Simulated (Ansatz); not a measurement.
# A strain series on PbF₂ (fluorite): xy shear, engineering strain (angle)

PbF₂ in the fluorite structure, relaxed with r2SCAN in the plane-wave code Ansatz, then strained (xy shear, engineering strain (angle); angles, axes as in the cell below) with the atoms relaxed again within the symmetry that is left. The symmetry is Fm-3m (No. 225, cubic); a = 5.921 Å in the conventional setting, 17.30 Å³ an atom. Pb has 8 F at 2.56 Å; F has 4 Pb at 2.56 Å. Calculated for a static, non-magnetic cell.

```xyz
3
Lattice="0.0000 2.9604 2.9604 2.9604 0.0000 2.9604 2.9604 2.9604 0.0000" Properties=species:S:1:pos:R:3 pbc="T T T"
Pb    0.0000    0.0000    0.0000
F     1.4802    1.4802    1.4802
F     4.4407    4.4407    4.4407
```

Gaps are the least over each mesh (PBE 8×8×8, r2SCAN 8×8×8, HSE06 6×6×6 when unstrained) and the special points, which keep their unstrained names; stress is the change from the unstrained cell, compression positive.

| strain (%) | gap, PBE (eV) | gap, r2SCAN (eV) | gap, HSE06 (eV) | edges, HSE06 | xy stress, r2SCAN (GPa) | energy rise, r2SCAN (meV/atom) |
| --- | --- | --- | --- | --- | --- | --- |
| -1.97 | 4.416 | 4.928 | 5.725 | (1/4, 0.490, -0.260) → X | +0.45 | 0.5 |
| 0.0 | 4.419 | 4.931 | 5.727 | W → X | 0.00 | 0.0 |
| +3.0 | 4.412 | 4.924 | 5.722 | (1/4, -0.479, -0.219) → X | -0.70 | 1.1 |

Question: Estimate the row for a strain of -1.0 %.

Answer:

| strain (%) | gap, PBE (eV) | gap, r2SCAN (eV) | gap, HSE06 (eV) | edges, HSE06 | xy stress, r2SCAN (GPa) | energy rise, r2SCAN (meV/atom) |
| --- | --- | --- | --- | --- | --- | --- |
| -1.0 | 4.418 | 4.930 | 5.727 | W → X | +0.23 | 0.1 |

Spin-orbit coupling is left out, which matters wherever the heavy atoms make up the band edges.

The meshes of the hybrids are coarse, so their gaps aren't converged to the digits shown.
